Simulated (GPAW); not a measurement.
# In (P6_3/mmc) in GPAW: reference runs

Reference runs on In: the cell as given and a disturbed copy.

Everything below comes from runs of GPAW 26.7.0. Logs are shortened: lines on timing, memory, paths and dates and some standing lists are left out, and cuts for length are marked. The log counts tension as positive stress, the text compression.

### Step 1. The structure

The structure is hexagonal, space group P6_3/mmc (No. 194). Conventional cell: a = 3.335 Å, b = 3.335 Å, c = 5.509 Å, α = 90.00°, β = 90.00°, γ = 120.00°. In (site symmetry -6m2) is surrounded by 12 In at 3.34 to 3.36 Å.

This isn't the form of In at room conditions, which is tetragonal.

### Step 2. Single point, PBE

File run.py:

```python
from ase import Atoms
from ase.dft.bandgap import bandgap
from ase.io import write
from ase.units import Bohr, GPa
from gpaw import GPAW, PW
from gpaw.elf import elf_from_dft_calculation

atoms = Atoms(['In', 'In'],
              cell=[[3.335484782, 0.0, 0.0],
                    [-1.667742391, 2.8886145552, 0.0],
                    [0.0, 0.0, 5.50914292]],
              scaled_positions=[[0.6666666667, 0.3333333333, 0.75],
                                [0.3333333333, 0.6666666667, 0.25]],
              pbc=True)

calc = GPAW(mode=PW(600),
            xc='PBE',
            kpts={'size': (9, 9, 5), 'gamma': True},
            occupations={'name': 'fermi-dirac', 'width': 0.05},
            nbands=23,
            convergence={'density': 1e-05, 'energy': 1e-05},
            maxiter=150,
            txt='gpaw.txt')
atoms.calc = calc
energy = atoms.get_potential_energy()
forces = atoms.get_forces()
stress = atoms.get_stress()
calc.write('gs.gpw')
write('result.traj', atoms)
print(f'Energy: {energy:.6f} eV')
print('Forces (eV/A):')
print(forces.round(4))
print('Stress (GPa):', (stress / GPa).round(3))
print('Fermi level:', round(calc.get_fermi_level(), 4), 'eV')
print(f'Gap: {bandgap(calc)[0]:.4f} eV, direct: {bandgap(calc, direct=True)[0]:.4f} eV')

# fields on the real-space grid
write('density.cube', atoms, data=calc.get_pseudo_density() * Bohr**3)
write('potential.cube', atoms, data=calc.get_electrostatic_potential())
write('elf.cube', atoms, data=elf_from_dft_calculation(calc).data)
```

Potentials or basis: GPAW PAW data sets (gpaw-data 1.2.1), pw.

The run is started by

```bash
OMP_NUM_THREADS=1 python run.py
```

gpaw.txt:

```text
__  _  _
 | _ |_)|_||  |
 |__||  | ||/\| - 26.7.0

Input parameters:
  mode=PW(ecut=600.0),
  convergence={'density': 1e-05, 'energy': 1e-05},
  kpts=MonkhorstPack(size=(9, 9, 5), gamma=True),
  maxiter=150,
  nbands=23,
  occupations=Occupations(name='fermi-dirac', width=0.05),
  xc=XC(name='PBE')

Diagonalizing LCAO Hamiltonian
Converting LCAO to pw mode

           In

        In

Atoms  # Å, Bohr magnetons
|   | symbol |         x |        y |        z |    initial magnetic moments |
|---|--------|-----------|----------|----------|-----------------------------|
| 0 |     In |  1.667742 | 0.962872 | 4.131857 | ( 0.0000,  0.0000,  0.0000) |
| 1 |     In | -0.000000 | 1.925743 | 1.377286 | ( 0.0000,  0.0000,  0.0000) |

Unit cell  # Å
| periodic |         x |        y |        z |  lengths |     angles |
|----------|-----------|----------|----------|----------|------------|
|      yes |  3.335485 | 0.000000 | 0.000000 | 3.335485 |  90.000000 |
|      yes | -1.667742 | 2.888615 | 0.000000 | 3.335485 |  90.000000 |
|      yes |  0.000000 | 0.000000 | 5.509143 | 5.509143 | 120.000000 |

Number of symmetries: 12
Symmetry operations  # r_c * U_cc + t_c -> r_c
|    | kind |            matrix            |
|----|------|------------------------------|
|  0 |  σ   |  1, 1, 0,  0,-1, 0,  0, 0, 1 |
|  1 |  S6  |  1, 1, 0, -1, 0, 0,  0, 0,-1 |
|  2 |  E   |  1, 0, 0,  0, 1, 0,  0, 0, 1 |
|  3 |  C2  |  1, 0, 0, -1,-1, 0,  0, 0,-1 |
|  4 |  C2  |  0, 1, 0,  1, 0, 0,  0, 0,-1 |
|  5 |  C3  |  0, 1, 0, -1,-1, 0,  0, 0, 1 |
|  6 |  S6  |  0,-1, 0,  1, 1, 0,  0, 0,-1 |
|  7 |  σ   |  0,-1, 0, -1, 0, 0,  0, 0, 1 |
|  8 |  σ   | -1, 0, 0,  1, 1, 0,  0, 0, 1 |
|  9 |  i   | -1, 0, 0,  0,-1, 0,  0, 0,-1 |
| 10 |  C3  | -1,-1, 0,  1, 0, 0,  0, 0, 1 |
| 11 |  C2  | -1,-1, 0,  0, 1, 0,  0, 0,-1 |

BZ-sampling:
  Number of BZ points: 405
  Number of IBZ points: 50

  Monkhorst-Pack size: [9, 9, 5]
  Monkhorst-Pack shift: [0, 0, 0]

K-points  # in reciprocal-cell coordinates
|     |                                coordinates |     weight |
|-----|--------------------------------------------|------------|
|   0 | (  0.00000000,   0.00000000,   0.00000000) | 0.00246914 |
|   1 | (  0.00000000,   0.00000000,   0.20000000) | 0.00493827 |
|   2 | (  0.00000000,   0.00000000,   0.40000000) | 0.00493827 |
|   3 | (  0.11111111,   0.00000000,  -0.40000000) | 0.01481481 |
|   4 | (  0.11111111,   0.00000000,  -0.20000000) | 0.01481481 |
|   5 | (  0.11111111,   0.00000000,   0.00000000) | 0.01481481 |
|   6 | (  0.11111111,   0.00000000,   0.20000000) | 0.01481481 |
|   7 | (  0.11111111,   0.00000000,   0.40000000) | 0.01481481 |
|   8 | (  0.22222222,  -0.11111111,   0.00000000) | 0.01481481 |
|   9 | (  0.22222222,  -0.11111111,   0.20000000) | 0.02962963 |
| ... |                                            |            |
|  49 | (  0.44444444,   0.44444444,   0.40000000) | 0.02962963 |

Plane wave coefficients: 1789
Cutoff: 600.0 eV

Spin-components: 1 (collinear spins)
Bands:           23
Projectors:      12
Spin-degeneracy: 2
Datatype:        complex128

Parallelization:
  kpt:    1
  domain: 1
  band:   1

Density:
  Valence electrons: 26.0
  Components: 1
  Grid points: [20 20 32]
  Charge: 0.0  # |e|

Potential:
  Grid points: [20 20 32]

species:
  In:
    name:    Indium
    Z:       49.0
    valence: 13
    core:    36
    charge:  0.0  # [|e|]
    compensation charges:
      type: gauss
      rc: 0.36  # [Å]
      lmax: 2
    cutoffs:
      filter: 2.09  # [Å]
      core: 2.48  # [Å]
    projectors
    | kind |    occ | energy [eV] | rcut [Å] |
    |------|--------|-------------|----------|
    |   5s |  2.000 |      -8.203 |    1.185 |
    |   5p |  1.000 |      -2.521 |    1.244 |
    |   4d | 10.000 |     -18.629 |    1.148 |
    |    s |        |      19.008 |    1.185 |
    |    p |        |      24.691 |    1.244 |
    |    d |        |       8.583 |    1.148 |

    Using partial waves for In as LCAO basis

Reference energy: -319950.839320  # eV

eigensolver:
  PPCG
  Converge bands: occupied
  niter=2

density mixing:
  MSR1-Mixer
  Pratt-step length: 0.05
  Maximum mixing coefficient: 0.75
  Old densities: 10
  SVD Regularization: 0.005
  Good broyden scale: 1.0
  Trust region scale: 1.0
  Backstep threshold: 4.0
  History deletion threshold: 6.0
  Fourier metric: weight=20.0, sigma=0.015

occupation numbers:
  Fermi-Dirac:
    width: 0.0500  # eV

poisson solver:
  ecut: 4800.0  # eV

xc functional:
  name: PBE with 2 nearest neighbor stencil

convergence criteria:
[... 6 lines left out ...]
|iter     | |      energy | eigst |  dens |
|---------|-|-------------|-------|-------|
|iter:   1| |   -5.577716 | -0.41 |       |
|iter:   2| |   -5.571467 | -2.32 | -1.58 |
|iter:   3| |   -5.519261 | -2.53 | -1.61 |
|iter:   4| |   -5.517975 | -3.41 | -2.06 |
|iter:   5| |   -5.518209 | -4.35 | -2.67 |
|iter:   6| |   -5.518220c| -6.15 | -3.63 |
|iter:   7| |   -5.518222c| -7.08 | -4.20 |
|iter:   8| |   -5.518222c| -7.56c| -4.70 |
|iter:   9| |   -5.518222c| -8.01c| -5.42c|

Converged in 9 steps
Energy contributions relative to reference atoms: (reference = -319950.839320)

Energy contributions:
  Kinetic:          22.974107
  Coulomb:         -21.055326
  Zero:              0.326753
  External:          0.000000
  Xc:               -7.756991
  Entropy:          -0.013531
  Spinorbit:         0.000000
  ----------------------------
  Free energy:      -5.524988
  Extrapolated:     -5.518222

dipole moment: (-0.000000, -0.000000, -0.000001)  # |e|*Ang

Fermi level: 6.873
Eigenvalues  # (at kpt = [0.000, 0.000, 0.000])
| band index |      eig [eV] | occ [0-2] |
|------------|---------------|-----------|
|          0 |        -7.770 |     2.000 |
|        ... |               |           |
|          5 |        -7.659 |     2.000 |
|          6 |        -7.586 |     2.000 |
|          7 |        -7.586 |     2.000 |
|          8 |        -7.405 |     2.000 |
|          9 |        -7.405 |     2.000 |
|         10 |        -2.622 |     2.000 |
|         11 |         2.399 |     2.000 |
|         12 |         3.453 |     2.000 |
|         13 |        15.178 |     0.000 |
|         14 |        15.178 |     0.000 |
|         15 |        16.987 |     0.000 |
|         16 |        16.987 |     0.000 |
|         17 |        17.093 |     0.000 |
|         18 |        17.761 |     0.000 |
|         19 |        18.230 |     0.000 |
|         20 |        20.639 |     0.000 |
|        ... |               |           |
|         22 |        21.125 |     0.000 |

No gap
No difference between direct/indirect transitions

Forces  # eV/Ang
|       x |        y |        z |
|---------|----------|----------|
| 0.00000 |  0.00000 |  0.00007 |  # In   0
| 0.00000 | -0.00000 | -0.00007 |  # In   1

Stress tensor  # eV/Ang^3
|         x |         y |         z |
|-----------|-----------|-----------|
| -0.007903 | -0.000000 |  0.000000 |
| -0.000000 | -0.007903 |  0.000000 |
|  0.000000 |  0.000000 | -0.005765 |

# Writing to gs.gpw (mode='')
```

Run time: 24 s. Hardware: 1 thread of Arm Neoverse V2, shared host; peak memory 0.18 GiB.

Results:

```yaml
Free_energy: -5.5250 eV
Pressure: 1.2 GPa
Band_gap_on_the_k_mesh: none (metal or under the smearing width)
```

Levels at points of the mesh, in eV from the Fermi level:
| k point | band 10 | band 11 | band 12 | band 13 | band 14 | band 15 | band 16 | band 17 |
| --- | --- | --- | --- | --- | --- | --- | --- | --- |
| (0.00, 0.00, 0.00) | -14.28 | -9.49 | -4.47 | -3.42 | 8.31 | 8.31 | 10.11 | 10.11 |

### Step 3. Single point, PBE (atoms moved at random, drawn with an rms of 0.05 Å)

run.py: that of step 2 with these lines changed.

```diff
@@ -3,5 +3,4 @@
 from ase.io import write
-from ase.units import Bohr, GPa
+from ase.units import GPa
 from gpaw import GPAW, PW
-from gpaw.elf import elf_from_dft_calculation
 
@@ -11,4 +10,4 @@
                     [0.0, 0.0, 5.50914292]],
-              scaled_positions=[[0.6666666667, 0.3333333333, 0.75],
-                                [0.3333333333, 0.6666666667, 0.25]],
+              scaled_positions=[[0.670015, 0.335907, 0.749045],
+                                [0.320374, 0.680221, 0.25626]],
               pbc=True)
@@ -35,6 +34 @@
 print(f'Gap: {bandgap(calc)[0]:.4f} eV, direct: {bandgap(calc, direct=True)[0]:.4f} eV')
-
-# fields on the real-space grid
-write('density.cube', atoms, data=calc.get_pseudo_density() * Bohr**3)
-write('potential.cube', atoms, data=calc.get_electrostatic_potential())
-write('elf.cube', atoms, data=elf_from_dft_calculation(calc).data)
```

Potentials or basis: GPAW PAW data sets (gpaw-data 1.2.1), pw.

The run is started by

```bash
OMP_NUM_THREADS=1 python run.py
```

gpaw.txt:

```text
__  _  _
 | _ |_)|_||  |
 |__||  | ||/\| - 26.7.0

Input parameters:
  mode=PW(ecut=600.0),
  convergence={'density': 1e-05, 'energy': 1e-05},
  kpts=MonkhorstPack(size=(9, 9, 5), gamma=True),
  maxiter=150,
  nbands=23,
  occupations=Occupations(name='fermi-dirac', width=0.05),
  xc=XC(name='PBE')

Diagonalizing LCAO Hamiltonian
Converting LCAO to pw mode

           In

        In

Atoms  # Å, Bohr magnetons
|   | symbol |         x |        y |        z |    initial magnetic moments |
|---|--------|-----------|----------|----------|-----------------------------|
| 0 |     In |  1.674618 | 0.970306 | 4.126596 | ( 0.0000,  0.0000,  0.0000) |
| 1 |     In | -0.065831 | 1.964896 | 1.411773 | ( 0.0000,  0.0000,  0.0000) |

Unit cell  # Å
| periodic |         x |        y |        z |  lengths |     angles |
|----------|-----------|----------|----------|----------|------------|
|      yes |  3.335485 | 0.000000 | 0.000000 | 3.335485 |  90.000000 |
|      yes | -1.667742 | 2.888615 | 0.000000 | 3.335485 |  90.000000 |
|      yes |  0.000000 | 0.000000 | 5.509143 | 5.509143 | 120.000000 |

Number of symmetries: 1
Symmetry operations  # r_c * U_cc + t_c -> r_c
|   | kind |            matrix            |
|---|------|------------------------------|
| 0 |  E   |  1, 0, 0,  0, 1, 0,  0, 0, 1 |

BZ-sampling:
  Number of BZ points: 405
  Number of IBZ points: 203

  Monkhorst-Pack size: [9, 9, 5]
  Monkhorst-Pack shift: [0, 0, 0]

K-points  # in reciprocal-cell coordinates
|     |                                coordinates |     weight |
|-----|--------------------------------------------|------------|
|   0 | (  0.00000000,   0.00000000,   0.00000000) | 0.00246914 |
|   1 | (  0.00000000,   0.00000000,   0.20000000) | 0.00493827 |
|   2 | (  0.00000000,   0.00000000,   0.40000000) | 0.00493827 |
|   3 | (  0.00000000,   0.11111111,  -0.40000000) | 0.00493827 |
|   4 | (  0.00000000,   0.11111111,  -0.20000000) | 0.00493827 |
|   5 | (  0.00000000,   0.11111111,   0.00000000) | 0.00493827 |
|   6 | (  0.00000000,   0.11111111,   0.20000000) | 0.00493827 |
|   7 | (  0.00000000,   0.11111111,   0.40000000) | 0.00493827 |
|   8 | (  0.00000000,   0.22222222,  -0.40000000) | 0.00493827 |
|   9 | (  0.00000000,   0.22222222,  -0.20000000) | 0.00493827 |
| ... |                                            |            |
| 202 | (  0.44444444,   0.44444444,   0.40000000) | 0.00493827 |

Plane wave coefficients: 1789
Cutoff: 600.0 eV

Spin-components: 1 (collinear spins)
Bands:           23
Projectors:      12
Spin-degeneracy: 2
Datatype:        complex128

Parallelization:
  kpt:    1
  domain: 1
  band:   1

Density:
  Valence electrons: 26.0
  Components: 1
  Grid points: [20 20 32]
  Charge: 0.0  # |e|

Potential:
  Grid points: [20 20 32]

species:
  In:
    name:    Indium
    Z:       49.0
    valence: 13
    core:    36
    charge:  0.0  # [|e|]
    compensation charges:
      type: gauss
      rc: 0.36  # [Å]
      lmax: 2
    cutoffs:
      filter: 2.09  # [Å]
      core: 2.48  # [Å]
    projectors
    | kind |    occ | energy [eV] | rcut [Å] |
    |------|--------|-------------|----------|
    |   5s |  2.000 |      -8.203 |    1.185 |
    |   5p |  1.000 |      -2.521 |    1.244 |
    |   4d | 10.000 |     -18.629 |    1.148 |
    |    s |        |      19.008 |    1.185 |
    |    p |        |      24.691 |    1.244 |
    |    d |        |       8.583 |    1.148 |

    Using partial waves for In as LCAO basis

Reference energy: -319950.839320  # eV

eigensolver:
  PPCG
  Converge bands: occupied
  niter=2

density mixing:
  MSR1-Mixer
  Pratt-step length: 0.05
  Maximum mixing coefficient: 0.75
  Old densities: 10
  SVD Regularization: 0.005
  Good broyden scale: 1.0
  Trust region scale: 1.0
  Backstep threshold: 4.0
  History deletion threshold: 6.0
  Fourier metric: weight=20.0, sigma=0.015

occupation numbers:
  Fermi-Dirac:
    width: 0.0500  # eV

poisson solver:
  ecut: 4800.0  # eV

xc functional:
  name: PBE with 2 nearest neighbor stencil

convergence criteria:
[... 6 lines left out ...]
|iter     | |      energy | eigst |  dens |
|---------|-|-------------|-------|-------|
|iter:   1| |   -5.574967 | -0.41 |       |
|iter:   2| |   -5.568696 | -2.32 | -1.58 |
|iter:   3| |   -5.516411 | -2.53 | -1.61 |
|iter:   4| |   -5.515154 | -3.42 | -2.06 |
|iter:   5| |   -5.515381 | -4.35 | -2.67 |
|iter:   6| |   -5.515395c| -5.96 | -3.60 |
|iter:   7| |   -5.515394c| -6.79 | -3.93 |
|iter:   8| |   -5.515395c| -7.70c| -4.58 |
|iter:   9| |   -5.515395c| -8.44c| -5.42c|

Converged in 9 steps
Energy contributions relative to reference atoms: (reference = -319950.839320)

Energy contributions:
  Kinetic:          23.005465
  Coulomb:         -21.078557
  Zero:              0.326769
  External:          0.000000
  Xc:               -7.762329
  Entropy:          -0.013485
  Spinorbit:         0.000000
  ----------------------------
  Free energy:      -5.522137
  Extrapolated:     -5.515395

dipole moment: (-0.269654, 0.211334, 0.081864)  # |e|*Ang

Fermi level: 6.874
Eigenvalues  # (at kpt = [0.000, 0.000, 0.000])
| band index |      eig [eV] | occ [0-2] |
|------------|---------------|-----------|
|          0 |        -7.772 |     2.000 |
|        ... |               |           |
|          5 |        -7.659 |     2.000 |
|          6 |        -7.602 |     2.000 |
|          7 |        -7.570 |     2.000 |
|          8 |        -7.420 |     2.000 |
|          9 |        -7.391 |     2.000 |
|         10 |        -2.625 |     2.000 |
[... 8 lines left out ...]
|         19 |        18.249 |     0.000 |
|         20 |        20.634 |     0.000 |
|        ... |               |           |
|         22 |        20.970 |     0.000 |

No gap
No difference between direct/indirect transitions

Forces  # eV/Ang
|        x |        y |        z |
|----------|----------|----------|
| -0.01500 |  0.00610 |  0.11091 |  # In   0
|  0.01500 | -0.00610 | -0.11089 |  # In   1

Stress tensor  # eV/Ang^3
|         x |         y |         z |
|-----------|-----------|-----------|
| -0.007455 | -0.001073 |  0.000112 |
| -0.001073 | -0.008459 | -0.000043 |
|  0.000112 | -0.000043 | -0.006282 |

# Writing to gs.gpw (mode='')
```

It took 97 s on 1 thread of Arm Neoverse V2, shared host; peak memory 0.33 GiB.

What came out:

- Free energy: -5.5221 eV
- Pressure: 1.2 GPa
- Largest force: 0.112 eV/Å
- Band gap on the k mesh: none (metal or under the smearing width)

Forces on the atoms (eV/Å):
```
In  -0.015  0.006  0.111
In   0.015 -0.006 -0.111
```
